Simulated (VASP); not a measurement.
Sb:

```
Sb
1.0
     2.15420    1.24373    3.75800
    -2.15420    1.24373    3.75800
     0.00000   -2.48746    3.75800
Sb
2
Cartesian
  0.0000 0.0000 2.6324
  0.0000 0.0000 8.6416
```

| Property | Result |
| --- | --- |
| Program | VASP 6.6.1 |
| Task | relaxation of cell and atoms |
| Functional | PBE |
| Dispersion | D3(BJ) |
| Potentials or basis | VASP PAW PBE potentials, release 64 (Sb) |
| Cutoff | 600 eV |
| k mesh | 10 × 10 × 10 |
| Occupations | methfessel-paxton, width 0.1 eV |
| Spin | no spin polarisation |

At the start: pressure 0.2 GPa; volume 30.21 Å³/atom.

How do energy, volume and symmetry change on relaxing?

Over 8 steps the energy falls by 4.4 meV/atom and the volume is 29.79 Å³/atom (-1.4 %); space group R-3m (No. 166, to 0.05 Å).

Step by step:
| step | energy change (eV) | largest force (eV/Å) | pressure (GPa) | volume (Å³) |
| --- | --- | --- | --- | --- |
| 1 | 0.0000 | 0.2263 | 0.19 | 60.41 |
| 2 | -0.0039 | 0.0906 | -0.45 | 60.73 |
| 3 | -0.0042 | 0.0363 | -0.72 | 60.87 |
| 4 | -0.0070 | 0.0165 | -0.44 | 60.34 |
| 5 | -0.0086 | 0.0081 | -0.02 | 59.62 |
| 6 | -0.0086 | 0.0108 | 0.03 | 59.54 |
| 7 | -0.0087 | 0.0090 | 0.01 | 59.55 |
| 8 | -0.0087 | 0.0060 | -0.02 | 59.58 |

Final structure:
```
Sb
1.0
     2.16249    1.24852    3.67769
    -2.16249    1.24852    3.67769
     0.00000   -2.49703    3.67769
Sb
2
Direct
  0.23650 0.23650 0.23650
  0.76350 0.76350 0.76350
```

Caveat: pairwise dispersion overbinds metals, which lowers pressure and volume.
